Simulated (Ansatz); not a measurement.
# Electron scattering at the Σ5 (210) boundary in fcc Al with Ti (substitutional)

How much does the Σ5 (210) boundary in fcc Al with Ti (substitutional) reflect electrons?

Program: Ansatz 0.2.0. Level of theory: Ansatz plane-wave DFT, PBE, PAW files; relaxation of a bicrystal slab with its lowest layers held; PAW set soft_1, in the first sound run; inputs show where later runs differ. Results are calculated unless marked as measured.

## 1. Starting point

The cell holds 21 atoms: 20 Al and 1 Ti. Its edges and angles: a = 4.958 Å, b = 4.048 Å, c = 30.008 Å, α = 90.0°, β = 90.0°, γ = 65.9°. It derives from Al. built on the (2 1 0) plane; 2 overlapping atoms removed and the grains opened by 0 Å. Vacuum lies along c.

## 2. Relaxing the bicrystal

The boundary is built by mirroring the lower grain in the boundary plane and removing any atoms that overlap; then the Ti is put in at the boundary. A thin bicrystal slab is relaxed first, with the lowest layers held and the upper grain free to shift and open.

input.yaml reads:

```yaml
crystal:
  lattice:
    - [4.957730497, 0.0, 0.0]
    - [1.6525768323, 3.6952741352, 0.0]
    - [0.0, 0.0, 30.0082257911]
  atoms:
    - { symbol: Al, position: [0.6, 0.7000000001, 0.1666209804] }
    - { symbol: Al, position: [0.2, 0.4000000001, 0.1967844967] }
    - { symbol: Al, position: [0.8, 0.1000000001, 0.226948013] }
    - { symbol: Al, position: [0.4, 0.8000000001, 0.2571115294] }
    - { symbol: Al, position: [1.0, 0.5000000001, 0.2872750457] }
    - { symbol: Al, position: [0.6, 0.2, 0.3174385621] }
    - { symbol: Al, position: [0.2, 0.9, 0.3476020784] }
    - { symbol: Al, position: [0.8, 0.6, 0.3777655948] }
    - { symbol: Al, position: [0.4, 0.3, 0.4079291111] }
    - { symbol: Ti, position: [0.0, 0.0, 0.4380926274] }
    - { symbol: Al, position: [0.8, 0.6, 0.4984196601] }
    - { symbol: Al, position: [0.2, 0.9, 0.5285831765] }
    - { symbol: Al, position: [0.6, 0.2, 0.5587466928] }
    - { symbol: Al, position: [1.0, 0.5000000001, 0.5889102092] }
    - { symbol: Al, position: [0.4, 0.8000000001, 0.6190737255] }
    - { symbol: Al, position: [0.8, 0.1000000001, 0.6492372419] }
    - { symbol: Al, position: [0.2, 0.4000000001, 0.6794007582] }
    - { symbol: Al, position: [0.6, 0.7000000001, 0.7095642745] }
    - { symbol: Al, position: [1.0, 1.0e-10, 0.7397277909] }
    - { symbol: Al, position: [0.4, 0.3000000001, 0.7698913072] }
    - { symbol: Al, position: [0.8, 0.6000000001, 0.8000548236] }
kpoints:
  mp_grid: { grid: [6, 6, 1] }
hamiltonian:
  xc: pbe
  pseudopotentials: { kind: paw, azcp: { folder: soft_1 } }
scf:
  occupations: { method: fermi_dirac, width: 0.1 }
relax:
  f_tol: 0.03
  max_steps: 80
  constraints: [{ sites: [0, 1, 2, 3] }]
```

The run is started by

```sh
$ ansatz run input.yaml --threads 8 --pin off --max-ram 15360MiB --backend cpu --events-out ev --progress --plain --runs-dir out
```

Numbers of over 12 decimals in the logs are rounded to 6 here.

The program printed:

```text
Engine: ansatz 0.2.0, aarch64-unknown-linux-gnu
Pseudopotentials: kind: paw
Pseudopotential: Al, paw, valence charge 3, recommended cutoff 420 eV (normal), soft_1/Al.paw.azcp
Pseudopotential: Ti, paw, valence charge 12, recommended cutoff 420 eV (normal), soft_1/Ti.paw.azcp
Functional definition: PBE
  parameter kappa = 0.804
  parameter beta = 0.066725
  exchange = pbe_x(kappa = kappa, mu = beta*pi^2/3)
  correlation = pbe_c(beta = beta)
Crystal: 21 atoms, lattice volume = 549.756 Å³
Basis set: ecut = 420 eV, 10749 PW (Γ), exchange–correlation on 72×60×432 points (8 copies of the dense FFT grid, shifted against one another)
Bands: 57, of which v1, the nominal top of the filled ones, is band 36 counted from 1 (35 counted from 0)
Symmetry: 2 space group operations
Space group: Cm (ITA 8), of the structure as read, at distance tolerance 8.2e-5 Å
k-points: 13 of 36 (time reversal used)
Non-local potential: Al, projectors of the file, l = 0: 2, l = 1: 2, l = 2: 1
Non-local potential: Ti, projectors of the file, l = 0: 3, l = 1: 2, l = 2: 3, l = 3: 1
PAW form: soft (Blöchl's): semilocal exchange-correlation on the pseudo side does not see the compensation charge
PAW one-centre angular grid: Al, 110 points (default); XC on 64 Gauss nodes
PAW one-centre angular grid: Ti, 590 points (default); XC on 64 Gauss nodes
Initial density: superposition of atomic densities (neutral atoms: chi_scale 0, normalization atom)
Initial wavefunctions: pseudopotential atomic-orbital guess
Functional: x = pbe(κ = 0.804, μ = 0.219515), c = pbe(β = 0.066725)
SCF iter   1: F=—  HF=-13249.485807 eV  |F-HF|=—  |Δ(HF+E_count)|=         —  Δρ=2.33e-2  dr2=5.23e1  ethr=3.10e-3  ⟨swp⟩=9.4  Hψ=4261  notcnv=0  defer=4
preconditioner: auto → LDOS  [metal: Δε(μ)=0.022 eV  Ē_g=5.954 eV  σ=0.100 eV  W_gap=0.06  n_scr=80 (ndim 8)  ℏωp=12.7 eV  f_vac=0.235  D(μ)=11.54/eV (n_scr^D=80)  β→1.0]
SCF iter   2: F=—  HF=-13246.879091 eV  |F-HF|=—  |Δ(HF+E_count)|=    2.61e0  Δρ=8.21e-3  dr2=1.36e0  ethr=3.10e-3  ⟨swp⟩=5.3  Hψ=1969  notcnv=0  defer=21
SCF iter   3: F=—  HF=-13246.842778 eV  |F-HF|=—  |Δ(HF+E_count)|=   3.63e-2  Δρ=2.68e-3  dr2=1.12e-1  ethr=1.89e-3  ⟨swp⟩=3.8  Hψ=1352  notcnv=0  defer=21
SCF iter   4: F=—  HF=-13246.828153 eV  |F-HF|=—  |Δ(HF+E_count)|=   1.46e-2  Δρ=6.64e-4  dr2=5.62e-3  ethr=1.55e-4  ⟨swp⟩=2.9  Hψ=1383  notcnv=0  defer=19
SCF iter   5: F=—  HF=-13246.828545 eV  |F-HF|=—  |Δ(HF+E_count)|=   3.92e-4  Δρ=2.39e-4  dr2=7.36e-4  ethr=7.81e-6  ⟨swp⟩=2.5  Hψ=1193  notcnv=0  defer=17
SCF iter   6: F=-13246.828499 eV  HF=-13246.828506 eV  |F-HF|=6.70e-6  |Δ(HF+E_count)|=   3.95e-5  Δρ=4.36e-5  dr2=2.10e-5  ethr=3.12e-8  ⟨swp⟩=4.3  Hψ=3016  notcnv=0
SCF 1 converged in 6 iterations: F = -13246.828499 eV  dr2 = 2.10e-5
  greatest PAW one-centre occupation: 0.999 electrons in one spin orbital (limit 2), on the Ti atom at site 9 (counted from 0), in its partial waves of l = 0
relax step   1: F+E_penalty+E_count = -13246.82849881 eV  Δ(F+E_penalty+E_count) = +0.000e0 eV  max|allowed force component| = 4.551e-1 eV/Å  Δτ_max = 0.0000 Å  (6 SCF iters, dr2 threshold 2.25e-5 eV, accepted)
Initial density: handed on by an earlier stage of this run
Initial wavefunctions: those handed on with the density
SCF iter   1: F=—  HF=-13247.319018 eV  |F-HF|=—  |Δ(HF+E_count)|=         —  Δρ=1.58e-2  dr2=1.01e1  ethr=3.10e-3  ⟨swp⟩=5.2  Hψ=2318  notcnv=0  defer=7
preconditioner: auto → LDOS  [metal: Δε(μ)=0.022 eV  Ē_g=5.824 eV  σ=0.100 eV  W_gap=0.05  n_scr=80 (ndim 8)  ℏωp=12.7 eV  f_vac=0.247  D(μ)=10.58/eV (n_scr^D=66)  β→1.0]
SCF iter   2: F=—  HF=-13247.088159 eV  |F-HF|=—  |Δ(HF+E_count)|=   2.31e-1  Δρ=2.45e-3  dr2=1.36e-1  ethr=3.10e-3  ⟨swp⟩=1.2  Hψ=862  notcnv=0  defer=11
SCF iter   3: F=—  HF=-13247.082581 eV  |F-HF|=—  |Δ(HF+E_count)|=   5.58e-3  Δρ=1.24e-3  dr2=2.93e-2  ethr=1.89e-4  ⟨swp⟩=2.0  Hψ=1215  notcnv=0  defer=18
SCF iter   4: F=—  HF=-13247.079207 eV  |F-HF|=—  |Δ(HF+E_count)|=   3.37e-3  Δρ=2.14e-4  dr2=5.51e-4  ethr=4.07e-5  ⟨swp⟩=1.7  Hψ=933  notcnv=0  defer=18
SCF iter   5: F=—  HF=-13247.079380 eV  |F-HF|=—  |Δ(HF+E_count)|=   1.73e-4  Δρ=6.74e-5  dr2=4.37e-5  ethr=7.66e-7  ⟨swp⟩=2.2  Hψ=1165  notcnv=0  defer=18
SCF iter   6: F=-13247.079375 eV  HF=-13247.079378 eV  |F-HF|=2.70e-6  |Δ(HF+E_count)|=   2.78e-6  Δρ=2.07e-5  dr2=3.96e-6  ethr=1.80e-8  ⟨swp⟩=5.2  Hψ=2447  notcnv=0
SCF 2 converged in 6 iterations: F = -13247.079375 eV  dr2 = 3.96e-6
relax step   2: F+E_penalty+E_count = -13247.07937484 eV  Δ(F+E_penalty+E_count) = -2.509e-1 eV  max|allowed force component| = 2.652e-1 eV/Å  Δτ_max = 0.1938 Å  (6 SCF iters, dr2 threshold 1.29e-5 eV, accepted)
iter 1 solved again at ethr=2.12e-3 eV; its pass at ethr=3.10e-3 eV (dr2=1.52e0 eV) is discarded
SCF iter   1: F=—  HF=-13247.285173 eV  |F-HF|=—  |Δ(HF+E_count)|=         —  Δρ=6.88e-3  dr2=1.99e0  ethr=2.12e-3  ⟨swp⟩=1.2  Hψ=2824  notcnv=0  defer=11
preconditioner: auto → LDOS  [metal: Δε(μ)=0.018 eV  Ē_g=5.853 eV  σ=0.100 eV  W_gap=0.04  n_scr=80 (ndim 8)  ℏωp=12.7 eV  f_vac=0.249  D(μ)=10.00/eV (n_scr^D=66)  β→1.0]
SCF iter   2: F=—  HF=-13247.229411 eV  |F-HF|=—  |Δ(HF+E_count)|=   5.58e-2  Δρ=1.20e-3  dr2=1.46e-2  ethr=2.12e-3  ⟨swp⟩=1.0  Hψ=726  notcnv=0  defer=11
SCF iter   3: F=—  HF=-13247.226271 eV  |F-HF|=—  |Δ(HF+E_count)|=   3.14e-3  Δρ=5.01e-4  dr2=3.29e-3  ethr=2.03e-5  ⟨swp⟩=2.8  Hψ=1411  notcnv=0  defer=15
SCF iter   4: F=—  HF=-13247.225637 eV  |F-HF|=—  |Δ(HF+E_count)|=   6.34e-4  Δρ=1.33e-4  dr2=2.22e-4  ethr=4.56e-6  ⟨swp⟩=2.2  Hψ=1174  notcnv=0  defer=15
SCF iter   5: F=—  HF=-13247.225632 eV  |F-HF|=—  |Δ(HF+E_count)|=   4.67e-6  Δρ=3.35e-5  dr2=7.31e-6  ethr=3.08e-7  ⟨swp⟩=2.0  Hψ=1193  notcnv=0  defer=15
SCF iter   6: F=-13247.225631 eV  HF=-13247.225632 eV  |F-HF|=5.10e-7  |Δ(HF+E_count)|=   6.20e-7  Δρ=6.12e-6  dr2=7.04e-7  ethr=6.10e-9  ⟨swp⟩=5.0  Hψ=2286  notcnv=0
SCF 3 converged in 6 iterations: F = -13247.225631 eV  dr2 = 7.04e-7
relax step   3: F+E_penalty+E_count = -13247.22563132 eV  Δ(F+E_penalty+E_count) = -1.463e-1 eV  max|allowed force component| = 2.425e-1 eV/Å  Δτ_max = 0.1948 Å  (6 SCF iters, dr2 threshold 4.39e-6 eV, accepted)
[...]
relax step   4: F+E_penalty+E_count = -13247.32006619 eV  Δ(F+E_penalty+E_count) = -9.443e-2 eV  max|allowed force component| = 1.669e-1 eV/Å  Δτ_max = 0.1949 Å  (5 SCF iters, dr2 threshold 2.00e-5 eV, accepted)
[...]
relax step   5: F+E_penalty+E_count = -13247.38508430 eV  Δ(F+E_penalty+E_count) = -6.502e-2 eV  max|allowed force component| = 1.164e-1 eV/Å  Δτ_max = 0.2000 Å  (5 SCF iters, dr2 threshold 1.32e-5 eV, accepted)
[...]
relax step   6: F+E_penalty+E_count = -13247.41431463 eV  Δ(F+E_penalty+E_count) = -2.923e-2 eV  max|allowed force component| = 6.978e-2 eV/Å  Δτ_max = 0.1930 Å  (5 SCF iters, dr2 threshold 6.42e-6 eV, accepted)
[...]
relax step   7: F+E_penalty+E_count = -13247.43840327 eV  Δ(F+E_penalty+E_count) = -2.409e-2 eV  max|allowed force component| = 9.221e-2 eV/Å  Δτ_max = 0.2000 Å  (6 SCF iters, dr2 threshold 1.75e-6 eV, accepted)
[...]
relax step   8: F+E_penalty+E_count = -13247.44909319 eV  Δ(F+E_penalty+E_count) = -1.069e-2 eV  max|allowed force component| = 4.331e-2 eV/Å  Δτ_max = 0.1430 Å  (6 SCF iters, dr2 threshold 3.05e-6 eV, accepted)
SCF iter   1: F=—  HF=-13247.452518 eV  |F-HF|=—  |Δ(HF+E_count)|=         —  Δρ=1.04e-3  dr2=4.60e-2  ethr=1.27e-4  ⟨swp⟩=2.0  Hψ=1610  notcnv=0  defer=16
preconditioner: auto → LDOS  [metal: Δε(μ)=0.045 eV  Ē_g=5.963 eV  σ=0.100 eV  W_gap=0.11  n_scr=80 (ndim 8)  ℏωp=12.7 eV  f_vac=0.263  D(μ)=9.65/eV (n_scr^D=58)  β→1.0]
SCF iter   2: F=—  HF=-13247.450521 eV  |F-HF|=—  |Δ(HF+E_count)|=   2.00e-3  Δρ=2.54e-4  dr2=1.24e-3  ethr=6.39e-5  ⟨swp⟩=1.1  Hψ=859  notcnv=0  defer=16
SCF iter   3: F=—  HF=-13247.450346 eV  |F-HF|=—  |Δ(HF+E_count)|=   1.75e-4  Δρ=6.90e-5  dr2=8.86e-5  ethr=1.72e-6  ⟨swp⟩=2.6  Hψ=1332  notcnv=0  defer=16
SCF iter   4: F=—  HF=-13247.450325 eV  |F-HF|=—  |Δ(HF+E_count)|=   2.14e-5  Δρ=1.76e-5  dr2=6.36e-6  ethr=1.23e-7  ⟨swp⟩=2.0  Hψ=1016  notcnv=0  defer=16
SCF iter   5: F=-13247.450325 eV  HF=-13247.450325 eV  |F-HF|=5.10e-8  |Δ(HF+E_count)|=   7.07e-8  Δρ=3.79e-6  dr2=9.79e-8  ethr=1.39e-10  ⟨swp⟩=4.9  Hψ=3080  notcnv=0
SCF 9 converged in 5 iterations: F = -13247.450325 eV  dr2 = 9.79e-8
relax step   9: F+E_penalty+E_count = -13247.45032504 eV  Δ(F+E_penalty+E_count) = -1.232e-3 eV  max|allowed force component| = 2.241e-2 eV/Å  Δτ_max = 0.0246 Å  (5 SCF iters, accepted)
SCF converged after 5 iterations
Free energy (F): -13247.450325 eV
Harris-Foulkes:  -13247.450325 eV  (|F-HF|=5.10e-8)
Internal energy: -13247.126540 eV  (E = F + TS)
E sigma→0 (E₀):  -13247.288432 eV
Entropy (-TS):   -0.323785 eV (-15.418 meV/atom)
Fermi energy:    3.626439 eV
--- Per-component energies (eV) ---
  E_band       = -304.825173
  E_kinetic    = 715.299020
  E_local      = -20674.037123  (includes V_loc(G=0)·N_el)
  E_nonlocal   = 263.836099
  E_hartree    = 10175.022447
  E_xc         = -860.366059
  E_vxc        = -715.966606  (∫ρ·V_xc dr)
  E_paw        = -10430.504124  (= ΣΔE_a)
  E_vpaw       = -243.990530  (= ΣTr[D̂ρ^β])
  E_aug_tail   = -0.000115  (compensation charges beyond the density's cutoff)
  E_ewald      = 7563.623316
  E_smearing   = -0.323785  (= −TS)
  E_closure    = 0.000000  (closes the sum)
  Σ components = -13247.450325   (vs F -13247.450325, Δ=0.00e0)
--- Forces (eV/Å), atoms counted from 1 ---
  atom   1  Al    -0.09282436     0.04151232     0.25485567
  atom   2  Al     0.03736036    -0.01670806    -0.21338569
  atom   3  Al    -0.02908567     0.01300751     0.02388759
  atom   4  Al     0.05364699    -0.02399166    -0.08855926
  atom   5  Al     0.00046894    -0.00020972     0.01881086
  atom   6  Al     0.00073253    -0.00032760    -0.00420539
  atom   7  Al     0.00481599    -0.00215378    -0.00143944
  atom   8  Al     0.01233310    -0.00551553    -0.01660539
  atom   9  Al    -0.01859464     0.00831577    -0.01893152
  atom  10  Ti     0.00131587    -0.00058848     0.01080963
  atom  11  Al     0.00333867    -0.00149310     0.02139408
  atom  12  Al     0.00297557    -0.00133072     0.02241027
  atom  13  Al     0.00610597    -0.00273067    -0.01226522
  atom  14  Al     0.00357263    -0.00159773     0.01968437
  atom  15  Al     0.00090315    -0.00040390    -0.00289128
  atom  16  Al     0.00786744    -0.00351843    -0.00273328
  atom  17  Al    -0.00742040     0.00331850    -0.02138304
  atom  18  Al     0.00505503    -0.00226068    -0.01642694
  atom  19  Al     0.00293978    -0.00131471    -0.00160257
  atom  20  Al     0.00377113    -0.00168650     0.01352821
  atom  21  Al     0.00076107    -0.00034036     0.01506131
  max |Σ_I F_I| component: 3.92e-5 eV/Å
--- Relaxed structure (9 steps of the walk, 9 accepted, 0 SCFs on fresh bases) ---
  F+E_penalty+E_count = -13247.45032504 eV   max|allowed force component| = 2.241e-2 eV/Å
  atoms:
    - { symbol: Al, position: [0.600000, 0.700000, 0.166621] }
    - { symbol: Al, position: [0.200000, 0.4, 0.1967844967] }
    - { symbol: Al, position: [0.800000, 0.100000, 0.226948] }
    - { symbol: Al, position: [0.400000, 0.800000, 0.2571115294] }
    - { symbol: Al, position: [1.015024, 0.492488, 0.286696] }
    - { symbol: Al, position: [0.622922, 0.188539, 0.318680] }
    - { symbol: Al, position: [0.229830, 0.885085, 0.346988] }
    - { symbol: Al, position: [0.825451, 0.587274, 0.376395] }
    - { symbol: Al, position: [0.416360, 0.291820, 0.411935] }
    - { symbol: Ti, position: [0.00786316, -0.00393158, 0.432314] }
    - { symbol: Al, position: [0.642095, 0.678953, 0.464744] }
    - { symbol: Al, position: [0.178199, 0.910901, 0.518195] }
    - { symbol: Al, position: [0.596949, 0.201526, 0.533074] }
    - { symbol: Al, position: [0.975408, 0.512296, 0.573200] }
    - { symbol: Al, position: [0.384052, 0.807974, 0.603309] }
    - { symbol: Al, position: [0.770406, 0.114797, 0.632120] }
    - { symbol: Al, position: [0.170566, 0.414717, 0.662766] }
    - { symbol: Al, position: [0.555865, 0.722068, 0.693374] }
    - { symbol: Al, position: [0.953646, 0.023177, 0.723106] }
    - { symbol: Al, position: [0.342018, 0.328991, 0.758239] }
    - { symbol: Al, position: [0.737410, 0.631295, 0.780587] }
```

Elapsed: 67 s, on 8 threads of Arm Neoverse N1, shared host; peak memory 1.6 GiB; 8.5 min of CPU time.

Relaxation path:

| step | energy less that of the first step (eV) | largest force component (eV/Å) |
| --- | --- | --- |
| 1 | 0.0000 | 0.4551 |
| 2 | -0.2509 | 0.2652 |
| 3 | -0.3971 | 0.2425 |
| 4 | -0.4916 | 0.1669 |
| 5 | -0.5566 | 0.1164 |
| 6 | -0.5858 | 0.0698 |
| 7 | -0.6099 | 0.0922 |
| 8 | -0.6206 | 0.0433 |
| 9 | -0.6218 | 0.0224 |

The run keeps the 2 symmetry operations that it works with, so distortions that break them were not tested.

The atoms that moved most (Å):

```
atom      dx     dy      dz  length
Al11  -0.652  0.292  -1.011   1.238
Al13  -0.013  0.006  -0.770   0.771
Al21  -0.259  0.116  -0.584   0.649
Al19  -0.192  0.086  -0.499   0.541
Al16  -0.122  0.055  -0.514   0.531
Al18  -0.182  0.082  -0.486   0.525
Al17  -0.122  0.054  -0.499   0.517
Al14  -0.102  0.045  -0.471   0.484
```

Final coordinates:

```cif
data_structure
_symmetry_space_group_name_H-M 'P 1'
_symmetry_Int_Tables_number 1
_cell_length_a 4.9577
_cell_length_b 4.0480
_cell_length_c 30.0082
_cell_angle_alpha 90.000
_cell_angle_beta 90.000
_cell_angle_gamma 65.905
_cell_volume 549.76
loop_
_atom_site_label
_atom_site_type_symbol
_atom_site_fract_x
_atom_site_fract_y
_atom_site_fract_z
_atom_site_occupancy
Al1 Al 0.60000 0.70000 0.16662 1
Al2 Al 0.20000 0.40000 0.19678 1
Al3 Al 0.80000 0.10000 0.22695 1
Al4 Al 0.40000 0.80000 0.25711 1
Al5 Al 0.01502 0.49249 0.28670 1
Al6 Al 0.62292 0.18854 0.31868 1
Al7 Al 0.22983 0.88509 0.34699 1
Al8 Al 0.82545 0.58727 0.37640 1
Al9 Al 0.41636 0.29182 0.41193 1
Ti10 Ti 0.00786 0.99607 0.43231 1
Al11 Al 0.64209 0.67895 0.46474 1
Al12 Al 0.17820 0.91090 0.51819 1
Al13 Al 0.59695 0.20153 0.53307 1
Al14 Al 0.97541 0.51230 0.57320 1
Al15 Al 0.38405 0.80797 0.60331 1
Al16 Al 0.77041 0.11480 0.63212 1
Al17 Al 0.17057 0.41472 0.66277 1
Al18 Al 0.55586 0.72207 0.69337 1
Al19 Al 0.95365 0.02318 0.72311 1
Al20 Al 0.34202 0.32899 0.75824 1
Al21 Al 0.73741 0.63130 0.78059 1
```

This step gave:

```
free energy             : -13247.4503 eV
energy at zero smearing : -13247.2884 eV
Fermi energy            : 3.626 eV
```

The largest force component on a free atom ends at 0.022 eV/Å, under the tolerance of 0.03, after 9 steps.

(Part 1 of 2 ends here.)

[Logs are printed without paths, hosts, clocks, repeated set-up lines and the standing remarks that a program may print on its own settings, such as how far it seeks lower states.]

[Hosts, paths, dates, database ids (printed as entryN), source tags and the programs' standing remarks are cut or masked in the printed files.]
